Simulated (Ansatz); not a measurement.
Where the states of Tl lie

```cif
data_structure
_symmetry_space_group_name_H-M 'Fm-3m'
_symmetry_Int_Tables_number 225
_cell_length_a 4.9951
_cell_length_b 4.9951
_cell_length_c 4.9951
_cell_angle_alpha 90.000
_cell_angle_beta 90.000
_cell_angle_gamma 90.000
_cell_volume 124.64
loop_
_atom_site_label
_atom_site_type_symbol
_atom_site_symmetry_multiplicity
_atom_site_Wyckoff_symbol
_atom_site_fract_x
_atom_site_fract_y
_atom_site_fract_z
_atom_site_occupancy
Tl1 Tl 4 a 0.00000 0.00000 0.00000 1
```

The runs use the primitive cell with vectors (0.000, 2.498, 2.498), (2.498, 0.000, 2.498), (2.498, 2.498, 0.000) Å, to which the k mesh refers.

The cell was built from the fcc type and relaxed in the same program, and has space group Fm-3m; it needn't be a known or the stable phase.

Spin–orbit coupling is left out, though it moves levels of the heavy atoms by tenths of an eV or more.

All numbers below come from Ansatz 0.2.0, DFT, PBE, all-electron LAPW, scalar-relativistic.

Settings: a Γ-centred 14×14×14 k mesh, Fermi–Dirac smearing of 0.08 eV, basis error target 0.25 meV/atom, no spin polarisation.

States per eV and cell, averaged over 0.6 eV, from -9.4 to 5.4 eV, with energies (bin centres) from the Fermi level; empty bins are left out. 

| E (eV) | total |
| --- | --- |
| -9.2 | 0.08 |
| -8.6 | 0.16 |
| -8.0 | 0.21 |
| -7.4 | 0.26 |
| -6.8 | 0.31 |
| -6.2 | 0.37 |
| -5.6 | 0.50 |
| -5.0 | 0.59 |
| -4.4 | 0.54 |
| -3.8 | 0.31 |
| -2.6 | 0.01 |
| -2.0 | 0.15 |
| -1.4 | 0.29 |
| -0.8 | 0.61 |
| -0.2 | 0.78 |
| 0.4 | 0.38 |
| 1.0 | 0.49 |
| 1.6 | 0.51 |
| 2.2 | 0.52 |
| 2.8 | 0.58 |
| 3.4 | 0.66 |
| 4.0 | 0.78 |
| 4.6 | 0.74 |
| 5.2 | 0.69 |
